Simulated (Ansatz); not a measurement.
# armchair SiC nanoribbon (N = 5, H edges): bands under strain, part 2 of 3

What gap, if any, does the armchair SiC nanoribbon (N = 5, H edges) have, and how does it change under strain?

Ansatz 0.2.0; DFT PBE, plane waves, PAW; relaxation of a wire's period (the session's first sound run).

So far. Step 2 (Relaxing the period): The cell's length comes to 5.403 Å with spin left out.

### 3. Bands of the perfect wire

This step: DFT PBE, plane waves, PAW; bands of a perfect wire (Ansatz 0.2.0).

At the relaxed period the bands are computed along the axis; those that cross an energy going forward count the channels that a perfect wire would open there.

input.yaml reads:

```yaml
crystal:
  lattice:
    - [15.66, 0.0, 0.0]
    - [0.0, 7.0, 0.0]
    - [0.0, 0.0, 5.4031501615]
  atoms:
    - { symbol: Si, position: [0.305742269, 0.5, 0.007592537] }
    - { symbol: Si, position: [0.500008111, 0.5, 0.000973425] }
    - { symbol: Si, position: [0.694273953, 0.5, 0.007592537] }
    - { symbol: C, position: [0.303665958, 0.5, 0.330692893] }
    - { symbol: C, position: [0.500008111, 0.5, 0.332751947] }
    - { symbol: C, position: [0.696350264, 0.5, 0.330692893] }
    - { symbol: H, position: [0.242217242, 0.5, 0.425773364] }
    - { symbol: H, position: [0.75779898, 0.5, 0.425773364] }
    - { symbol: Si, position: [0.400868942, 0.5, 0.499753373] }
    - { symbol: Si, position: [0.59914728, 0.5, 0.499753373] }
    - { symbol: C, position: [0.401580862, 0.5, 0.831994111] }
    - { symbol: C, position: [0.59843536, 0.5, 0.831994111] }
    - { symbol: H, position: [0.22275167, 0.5, 0.871409248] }
    - { symbol: H, position: [0.777264552, 0.5, 0.871409248] }
kpoints:
  mp_grid: { grid: [1, 1, 15] }
  band_path: { path: ["Γ", Z], npoints: 90 }
scf:
  occupations: { method: fermi_dirac, width: 0.05 }
hamiltonian:
  xc: pbe
output:
  dos: { e_range: [-5, 4] }
  write_potential: true
  write_density: true
  volumetric_format: npy
```

On the command line:

```console
$ ansatz run input.yaml --threads 4 --pin off --max-ram 16384MiB --backend cpu --events-out ev --progress --plain --runs-dir out
```

Numbers of over 12 decimals in the logs are rounded to 6 here.

Output:

```text
[...]
Crystal: 14 atoms, lattice volume = 592.293 Å³
Basis set: ecut = 420 eV, 11585 PW (Γ)
Bands: 36, of which v1, the nominal top of the filled ones, is band 22 counted from 1 (21 counted from 0)
Symmetry: 4 space group operations
[...]
k-points: 8 of 15 (time reversal used)
[...]
SCF iter   1: F=—  HF=-4493.202543 eV  |F-HF|=—  |Δ(HF+E_count)|=         —  Δρ=1.93e-3  dr2=3.62e-2  ethr=1.77e-3  ⟨swp⟩=8.8  Hψ=1804  notcnv=0  defer=9
[...]
SCF iter   8: F=-4493.215702 eV  HF=-4493.215702 eV  |F-HF|=5.20e-9  |Δ(HF+E_count)|=   1.77e-7  Δρ=2.02e-6  dr2=2.99e-8  ethr=2.27e-10  ⟨swp⟩=13.5  Hψ=1433  notcnv=0
SCF 1 converged in 8 iterations: F = -4493.215702 eV  dr2 = 2.99e-8
[...]
NSCF: frozen V_eff on 91 k-points
WARN: The output density's exchange-correlation potential varies sharply where the density is thin. Do not read a vacuum level from v_tot or v_xc, or from such a field of the output density. On a cell that repeats whose density bears no net charge and no dipole along the vacuum's axis use v_es (v_loc + v_h of the components); under efield.dipole_correction with no amplitude use v_es + v_field, which holds any externa [...]
SCF converged after 8 iterations
Free energy (F): -4493.215702 eV
[...]
Internal energy: -4493.215702 eV  (E = F + TS)
E sigma→0 (E₀):  -4493.215702 eV
Fermi energy:    -1.042870 eV
[...]
--- Band table (eV; the first three rows and the last of 8) ---
  k-point 0: bands = [... 18 lower, -4.0540, -3.0450, -2.6458, -2.1348, 0.0582, 0.2610, 0.8672, 1.0720, ... 10 higher]
  k-point 1: bands = [... 18 lower, -4.0850, -3.0418, -2.7201, -2.1856, 0.0957, 0.3533, 0.8858, 1.0385, ... 10 higher]
  k-point 2: bands = [... 18 lower, -4.1832, -3.0556, -2.8924, -2.3258, 0.1989, 0.5862, 0.9433, 0.9626, ... 10 higher]
  k-point 7: bands = [... 18 lower, -4.4412, -3.8303, -3.4569, -2.8381, 0.2826, 1.0793, 1.7296, 1.7588, ... 10 higher]
```

Elapsed: 34 s, on 4 threads of Arm Neoverse V1, shared host; peak memory 1.4 GiB; 2.2 min of CPU time.

The column dr2 measures how far the density is from self-consistency, as an energy; F and HF (Harris–Foulkes) agree once it is small.

This step gave:

- band gap: 2.193 eV

The electronic bands at the labelled points (eV, zero at the Fermi level):

```
  point  band 19  band 20  band 21  band 22  band 23  band 24  band 25  band 26
      Γ    -3.01    -2.00    -1.60    -1.09     1.10     1.30     1.91     2.11
halfway    -3.29    -2.43    -1.89    -1.66     1.52     1.66     2.19     2.39
      Z    -3.48    -2.75    -2.45    -1.79     1.32     2.15     2.77     2.78
```

The gap is 2.19 eV, with spin left out.

On this path the gap is direct, 2.19 eV, with the valence top at Γ and the conduction bottom at Γ.

### 4. At a strained period, period over the relaxed period 0.96, k-mesh 1×1×12

This step: DFT PBE, plane waves, PAW; relaxation at a fixed period (Ansatz 0.2.0).

The period is set to 0.96 times the relaxed one and the atoms relax within it: strain changes bond lengths and angles, which shifts the bands against each other. Against the first PBE run of this kind, the mesh along the wire has 12 points against 15.

The cell differs from the one that the last finished run ended in (c 5.403 → 5.187 Å).

Changes to input.yaml since step 3:

```diff
@@ -4,3 +4,3 @@
     - [0.0, 7.0, 0.0]
-    - [0.0, 0.0, 5.4031501615]
+    - [0.0, 0.0, 5.1870241551]
   atoms:
@@ -21,3 +21,3 @@
 kpoints:
-  mp_grid: { grid: [1, 1, 15] }
+  mp_grid: { grid: [1, 1, 12] }
   band_path: { path: ["Γ", Z], npoints: 90 }
@@ -27,6 +27,6 @@
   xc: pbe
+relax:
+  max_steps: 40
+  f_tol: 0.02
 output:
-  dos: { e_range: [-5, 4] }
-  write_potential: true
-  write_density: true
-  volumetric_format: npy
+  stress: true
```

Output:

```text
Warning: output.stress: scf.convergence.dr2_threshold = 1e-7 eV (the SCF's general default) is looser than the 1.4e-9 eV advised for a printed stress (1e-10 eV for each atom of the cell: 14). What an SCF threshold leaves in a stress goes as its square root, and in the free energy as the threshold itself, and one threshold admits the most on a small cell: [figures from the program's tests cut] Every solve of this run  [...]
[...]
Crystal: 14 atoms, lattice volume = 568.602 Å³
Basis set: ecut = 420 eV, 11135 PW (Γ), exchange–correlation on 216×96×72 points (8 copies of the dense FFT grid, shifted against one another)
Bands: 36, of which v1, the nominal top of the filled ones, is band 22 counted from 1 (21 counted from 0)
Symmetry: 4 space group operations
[...]
k-points: 7 of 12 (time reversal used)
[...]
SCF iter   1: F=—  HF=-4492.742941 eV  |F-HF|=—  |Δ(HF+E_count)|=         —  Δρ=2.09e-3  dr2=4.63e-2  ethr=1.77e-3  ⟨swp⟩=9.0  Hψ=1624  notcnv=0  defer=10
[...]
SCF iter   6: F=-4492.752475 eV  HF=-4492.752476 eV  |F-HF|=3.20e-7  |Δ(HF+E_count)|=   1.74e-5  Δρ=1.85e-5  dr2=2.64e-6  ethr=2.27e-8  ⟨swp⟩=5.0  Hψ=829  notcnv=0
SCF 1 converged in 6 iterations: F = -4492.752475 eV  dr2 = 2.64e-6
[...]
relax step   1: F+E_penalty+E_count = -4492.75247531 eV  Δ(F+E_penalty+E_count) = +0.000e0 eV  max|allowed force component| = 1.533e0 eV/Å  Δτ_max = 0.0000 Å  (6 SCF iters, dr2 threshold 1.00e-5 eV, accepted)
[...]
SCF iter   5: F=-4492.893724 eV  HF=-4492.893744 eV  |F-HF|=2.03e-5  |Δ(HF+E_count)|=   5.45e-6  Δρ=5.38e-5  dr2=2.92e-5  ethr=2.27e-7  ⟨swp⟩=3.0  Hψ=860  notcnv=0
SCF 2 converged in 5 iterations: F = -4492.893724 eV  dr2 = 2.92e-5
[...]
relax step   2: F+E_penalty+E_count = -4492.89372360 eV  Δ(F+E_penalty+E_count) = -1.412e-1 eV  max|allowed force component| = 7.853e-1 eV/Å  Δτ_max = 0.0545 Å  (5 SCF iters, dr2 threshold 1.00e-4 eV, accepted)
SCF iter   1: F=—  HF=-4492.966027 eV  |F-HF|=—  |Δ(HF+E_count)|=         —  Δρ=3.63e-3  dr2=6.23e-2  ethr=1.52e-3  ⟨swp⟩=4.0  Hψ=662  notcnv=0  defer=51
[...]
SCF iter   5: F=-4492.949543 eV  HF=-4492.949564 eV  |F-HF|=2.09e-5  |Δ(HF+E_count)|=   6.23e-6  Δρ=5.57e-5  dr2=3.10e-5  ethr=8.76e-8  ⟨swp⟩=3.3  Hψ=920  notcnv=0
SCF 3 converged in 5 iterations: F = -4492.949543 eV  dr2 = 3.10e-5
[...]
relax step   3: F+E_penalty+E_count = -4492.94954332 eV  Δ(F+E_penalty+E_count) = -5.582e-2 eV  max|allowed force component| = 1.163e-1 eV/Å  Δτ_max = 0.0477 Å  (5 SCF iters, dr2 threshold 3.85e-5 eV, accepted)
[...]
relax step   4: F+E_penalty+E_count = -4492.95080532 eV  Δ(F+E_penalty+E_count) = -1.262e-3 eV  max|allowed force component| = 4.460e-2 eV/Å  Δτ_max = 0.0172 Å  (5 SCF iters, dr2 threshold 8.45e-7 eV, accepted)
SCF iter   1: F=—  HF=-4492.950563 eV  |F-HF|=—  |Δ(HF+E_count)|=         —  Δρ=1.87e-4  dr2=2.03e-4  ethr=2.34e-6  ⟨swp⟩=2.0  Hψ=558  notcnv=0  defer=51
[...]
SCF iter   5: F=-4492.951054 eV  HF=-4492.951054 eV  |F-HF|=1.11e-9  |Δ(HF+E_count)|=   4.14e-8  Δρ=2.07e-6  dr2=2.13e-8  ethr=2.27e-10  ⟨swp⟩=5.0  Hψ=808  notcnv=0
SCF 5 converged in 5 iterations: F = -4492.951054 eV  dr2 = 2.13e-8
relax step   5: F+E_penalty+E_count = -4492.95105415 eV  Δ(F+E_penalty+E_count) = -2.488e-4 eV  max|allowed force component| = 4.102e-3 eV/Å  Δτ_max = 0.0029 Å  (5 SCF iters, accepted)
[...]
the band table was solved once a step of the walk had ended and its energy, with any forces and stress, was formed, with the checks that follow a solve (1824 applications of the Hamiltonian). They found nothing against the state; the energy, forces and stress were not computed again (output.eigenvalues in the input reference)
[...]
SCF converged after 5 iterations
Free energy (F): -4492.951054 eV
[...]
Internal energy: -4492.951054 eV  (E = F + TS)
E sigma→0 (E₀):  -4492.951054 eV
Fermi energy:    -0.868569 eV
[...]
--- Forces (eV/Å), atoms counted from 1 ---
  atom   1  Si    -0.00066288     0.00000000     0.00167087
  atom   2  Si    -0.00000000     0.00000000     0.00328406
  atom   3  Si     0.00066288    -0.00000000     0.00167087
  atom   4  C     -0.00410190     0.00000000    -0.00005605
  atom   5  C      0.00000000     0.00000000    -0.00046722
  atom   6  C      0.00410190    -0.00000000    -0.00005605
  atom   7  H     -0.00233061     0.00000000    -0.00056142
  atom   8  H      0.00233061    -0.00000000    -0.00056142
  atom   9  Si     0.00247820    -0.00000000    -0.00093757
  atom  10  Si    -0.00247820     0.00000000    -0.00093757
  atom  11  C     -0.00003111     0.00000000    -0.00305220
  atom  12  C      0.00003111    -0.00000000    -0.00305220
  atom  13  H      0.00084211    -0.00000000     0.00150062
  atom  14  H     -0.00084211     0.00000000     0.00150062
  max |Σ_I F_I| component: 5.47e-5 eV/Å
--- Stress (GPa, compression-positive) ---
        0.008896      -0.000000      -0.000000
       -0.000000       0.280602      -0.000000
       -0.000000      -0.000000       3.639807
  P = ⅓ Tr σ = 1.3098 GPa (13.098 kbar)
--- Band table (eV; the first three rows and the last of 7) ---
  k-point 0: bands = [... 18 lower, -3.6946, -3.0460, -2.3837, -1.9940, 0.2943, 0.6316, 1.0053, 1.3113, ... 10 higher]
  k-point 1: bands = [... 18 lower, -3.7241, -3.0345, -2.5114, -2.0698, 0.3336, 0.7650, 1.0349, 1.2565, ... 10 higher]
  k-point 2: bands = [... 18 lower, -3.8385, -3.0208, -2.8105, -2.2759, 0.4441, 0.9232, 1.1282, 1.2942, ... 10 higher]
  k-point 6: bands = [... 18 lower, -4.4249, -3.7077, -3.4216, -2.7854, 0.3182, 1.1833, 1.8022, 1.9441, ... 10 higher]
--- Relaxed structure (5 steps of the walk, 5 accepted, 0 SCFs on fresh bases) ---
  F+E_penalty+E_count = -4492.95105415 eV   max|allowed force component| = 4.102e-3 eV/Å
  atoms:
    - { symbol: Si, position: [0.302134, 0.500000, 0.00241301] }
    - { symbol: Si, position: [0.500008111, 0.500000, -0.00222548] }
    - { symbol: Si, position: [0.697883, 0.500000, 0.00241301] }
    - { symbol: C, position: [0.299717, 0.500000, 0.335379] }
    - { symbol: C, position: [0.500008111, 0.500000, 0.336181] }
    - { symbol: C, position: [0.700299, 0.500000, 0.335379] }
    - { symbol: H, position: [0.240311, 0.500000, 0.444188] }
    - { symbol: H, position: [0.759705, 0.500000, 0.444188] }
    - { symbol: Si, position: [0.399444, 0.500000, 0.496232] }
    - { symbol: Si, position: [0.600572, 0.500000, 0.496232] }
    - { symbol: C, position: [0.400240, 0.500000, 0.835725] }
    - { symbol: C, position: [0.599777, 0.500000, 0.835725] }
    - { symbol: H, position: [0.220887, 0.500000, 0.853164] }
    - { symbol: H, position: [0.779129, 0.500000, 0.853164] }
```

It took 41 s on 4 threads; peak memory 1.4 GiB.

Step by step:

```
step  energy less that of the first step (eV)  largest force component (eV/Å)
   1                                   0.0000                          1.5330
   2                                  -0.1412                          0.7853
   3                                  -0.1971                          0.1163
   4                                  -0.1983                          0.0446
   5                                  -0.1986                          0.0041
```

The run keeps the 4 symmetry operations that it works with, so distortions that break them were not tested.

The atoms that moved most (Å):

```
atom      dx     dy      dz  length
  H8   0.030  0.000   0.096   0.100
  H7  -0.030  0.000   0.096   0.100
 H14   0.029  0.000  -0.095   0.099
 H13  -0.029  0.000  -0.095   0.099
  C4  -0.062  0.000   0.024   0.066
  C6   0.062  0.000   0.024   0.066
 Si3   0.057  0.000  -0.027   0.063
 Si1  -0.057  0.000  -0.027   0.063
```

The relaxed structure:

```xyz
14
Lattice="15.6600 0.0000 0.0000 0.0000 7.0000 0.0000 0.0000 0.0000 5.1870" Properties=species:S:1:pos:R:3
Si    4.7314    3.5000    0.0125
Si    7.8301    3.5000   -0.0115
Si   10.9288    3.5000    0.0125
C     4.6936    3.5000    1.7396
C     7.8301    3.5000    1.7438
C    10.9667    3.5000    1.7396
H     3.7633    3.5000    2.3040
H    11.8970    3.5000    2.3040
Si    6.2553    3.5000    2.5740
Si    9.4050    3.5000    2.5740
C     6.2678    3.5000    4.3349
C     9.3925    3.5000    4.3349
H     3.4591    3.5000    4.4254
H    12.2012    3.5000    4.4254
```

This step gave:

```yaml
band_gap: 2.288 eV
```

The electronic bands at the labelled points (eV, zero at the Fermi level):

```
  point  band 19  band 20  band 21  band 22  band 23  band 24  band 25  band 26
      Γ    -2.83    -2.18    -1.52    -1.13     1.16     1.50     1.87     2.18
halfway    -3.21    -2.41    -2.03    -1.70     1.48     1.61     2.16     2.60
      Z    -3.56    -2.84    -2.55    -1.92     1.19     2.05     2.67     2.81
```

The gap is 2.29 eV, against 2.19 eV under PBE at the relaxed period.

### 5. At a strained period, period over the relaxed period 0.98, k-mesh 1×1×12

The period is set to 0.98 times the relaxed one and the atoms relax within it: strain changes bond lengths and angles, which shifts the bands against each other. Against the first PBE run of this kind, the mesh along the wire has 12 points against 15.

The cell differs from the one that the last finished run ended in (c 5.187 → 5.295 Å).

Changes to input.yaml since step 4:

```diff
@@ -4,3 +4,3 @@
     - [0.0, 7.0, 0.0]
-    - [0.0, 0.0, 5.1870241551]
+    - [0.0, 0.0, 5.2950871583]
   atoms:
```

Output:

```text
[...]
Crystal: 14 atoms, lattice volume = 580.447 Å³
Basis set: ecut = 420 eV, 11327 PW (Γ), exchange–correlation on 216×96×72 points (8 copies of the dense FFT grid, shifted against one another)
Bands: 36, of which v1, the nominal top of the filled ones, is band 22 counted from 1 (21 counted from 0)
Symmetry: 4 space group operations
[...]
- { symbol: C, position: [0.698307, 0.5, 0.333183] }
    - { symbol: H, position: [0.241137, 0.5, 0.434568] }
    - { symbol: H, position: [0.758879, 0.5, 0.434568] }
    - { symbol: Si, position: [0.400181, 0.5, 0.498272] }
    - { symbol: Si, position: [0.599835, 0.5, 0.498272] }
    - { symbol: C, position: [0.400977, 0.5, 0.833852] }
    - { symbol: C, position: [0.599039, 0.5, 0.833852] }
    - { symbol: H, position: [0.222063, 0.5, 0.861938] }
    - { symbol: H, position: [0.777953, 0.5, 0.861938] }
[key lines of the parts left out:]
SCF converged after 5 iterations
Free energy (F): -4493.150590 eV
Fermi energy:    -0.953114 eV
P = ⅓ Tr σ = 0.6800 GPa (6.800 kbar)
```

Run time: 38 s. Hardware: 4 threads; peak memory 1.4 GiB; 2.5 min of CPU time.

Relaxation path:

```
step  energy less that of the first step (eV)  largest force component (eV/Å)
   1                                   0.0000                          0.6745
   2                                  -0.0324                          0.3484
   3                                  -0.0445                          0.0492
   4                                  -0.0447                          0.0195
```

The run keeps the 4 symmetry operations that it works with, so distortions that break them were not tested.

The atoms that moved most (Å):

```
atom      dx     dy      dz  length
 H14   0.011  0.000  -0.050   0.051
 H13  -0.011  0.000  -0.050   0.051
  H7  -0.017  0.000   0.047   0.050
  H8   0.017  0.000   0.047   0.050
  C6   0.031  0.000   0.013   0.033
  C4  -0.031  0.000   0.013   0.033
 Si3   0.027  0.000  -0.013   0.030
 Si1  -0.027  0.000  -0.013   0.030
```

The relaxed structure:

```xyz
14
Lattice="15.6600 0.0000 0.0000 0.0000 7.0000 0.0000 0.0000 0.0000 5.2951" Properties=species:S:1:pos:R:3
Si    4.7611    3.5000    0.0276
Si    7.8301    3.5000   -0.0018
Si   10.8992    3.5000    0.0276
C     4.7248    3.5000    1.7642
C     7.8301    3.5000    1.7709
C    10.9355    3.5000    1.7642
H     3.7762    3.5000    2.3011
H    11.8841    3.5000    2.3011
Si    6.2668    3.5000    2.6384
Si    9.3934    3.5000    2.6384
C     6.2793    3.5000    4.4153
C     9.3810    3.5000    4.4153
H     3.4775    3.5000    4.5640
H    12.1827    3.5000    4.5640
```

The electronic bands at the labelled points (eV, zero at the Fermi level):

```
  point  band 19  band 20  band 21  band 22  band 23  band 24  band 25  band 26
      Γ    -2.92    -2.09    -1.57    -1.11     1.13     1.40     1.89     2.14
halfway    -3.36    -2.43    -1.96    -1.68     1.50     1.63     2.18     2.50
      Z    -3.52    -2.80    -2.51    -1.86     1.25     2.10     2.72     2.82
```

The gap is 2.24 eV, against 2.19 eV under PBE at the relaxed period.

### 6. Strain along the wire, period over the relaxed period 1.02, k-mesh 1×1×11

The period is set to 1.02 times the relaxed one and the atoms relax within it: strain changes bond lengths and angles, which shifts the bands against each other. Against the first PBE run of this kind, the mesh along the wire has 11 points against 15.

The cell differs from the one that the last finished run ended in (c 5.295 → 5.511 Å).

Changes to input.yaml since step 5:

```diff
@@ -4,3 +4,3 @@
     - [0.0, 7.0, 0.0]
-    - [0.0, 0.0, 5.2950871583]
+    - [0.0, 0.0, 5.5112131648]
   atoms:
@@ -21,3 +21,3 @@
 kpoints:
-  mp_grid: { grid: [1, 1, 12] }
+  mp_grid: { grid: [1, 1, 11] }
   band_path: { path: ["Γ", Z], npoints: 90 }
```

Output:

```text
[...]
Crystal: 14 atoms, lattice volume = 604.139 Å³
Basis set: ecut = 420 eV, 11793 PW (Γ), exchange–correlation on 216×96×80 points (8 copies of the dense FFT grid, shifted against one another)
Bands: 36, of which v1, the nominal top of the filled ones, is band 22 counted from 1 (21 counted from 0)
Symmetry: 4 space group operations
[...]
- { symbol: C, position: [0.694547, 0.5, 0.328240] }
    - { symbol: H, position: [0.243215, 0.5, 0.417439] }
    - { symbol: H, position: [0.756801, 0.5, 0.417439] }
    - { symbol: Si, position: [0.401463, 0.5, 0.500789] }
    - { symbol: Si, position: [0.598553, 0.5, 0.500789] }
    - { symbol: C, position: [0.402110, 0.5, 0.830282] }
    - { symbol: C, position: [0.597906, 0.5, 0.830282] }
    - { symbol: H, position: [0.223813, 0.5, 0.880759] }
    - { symbol: H, position: [0.776203, 0.5, 0.880759] }
[key lines of the parts left out:]
SCF converged after 5 iterations
Free energy (F): -4493.152491 eV
Fermi energy:    -1.132380 eV
P = ⅓ Tr σ = -0.4693 GPa (-4.693 kbar)
```

Wall time 39 s (4 threads); peak memory 1.5 GiB.

Relaxation path:

```
step  energy less that of the first step (eV)  largest force component (eV/Å)
   1                                   0.0000                          0.5294
   2                                  -0.0298                          0.2772
   3                                  -0.0385                          0.0312
   4                                  -0.0387                          0.0133
```

The run keeps the 4 symmetry operations that it works with, so distortions that break them were not tested.

The atoms that moved most (Å):

```
atom      dx     dy      dz  length
 H13   0.017  0.000   0.052   0.054
 H14  -0.017  0.000   0.052   0.054
  H7   0.016  0.000  -0.046   0.049
  H8  -0.016  0.000  -0.046   0.049
 Si1   0.029  0.000   0.013   0.031
 Si3  -0.029  0.000   0.013   0.031
  C4   0.028  0.000  -0.014   0.031
  C6  -0.028  0.000  -0.014   0.031
```

Final coordinates:

```xyz
14
Lattice="15.6600 0.0000 0.0000 0.0000 7.0000 0.0000 0.0000 0.0000 5.5112" Properties=species:S:1:pos:R:3
Si    4.8164    3.5000    0.0552
Si    7.8301    3.5000    0.0102
Si   10.8438    3.5000    0.0552
C     4.7836    3.5000    1.8090
C     7.8301    3.5000    1.8255
C    10.8766    3.5000    1.8090
H     3.8087    3.5000    2.3006
H    11.8515    3.5000    2.3006
Si    6.2869    3.5000    2.7600
Si    9.3733    3.5000    2.7600
C     6.2970    3.5000    4.5759
C     9.3632    3.5000    4.5759
H     3.5049    3.5000    4.8541
H    12.1553    3.5000    4.8541
```

Electronic bands along the path, in eV, zero at the Fermi level:

```
  point  band 19  band 20  band 21  band 22  band 23  band 24  band 25  band 26
      Γ    -3.02    -1.92    -1.63    -1.07     1.08     1.22     1.91     2.10
halfway    -3.21    -2.43    -1.81    -1.64     1.54     1.69     2.20     2.28
      Z    -3.43    -2.71    -2.40    -1.72     1.38     2.20     2.67     2.81
```

The gap is 2.15 eV, against 2.19 eV under PBE at the relaxed period.

(Continued in part 3 of 3.)

[Logs are printed without paths, hosts, clocks, repeated set-up lines and the standing remarks that a program may print on its own settings, such as how far it seeks lower states.]

[Hosts, paths, dates, database ids (printed as entryN), source tags and the programs' standing remarks are cut or masked in the printed files.]
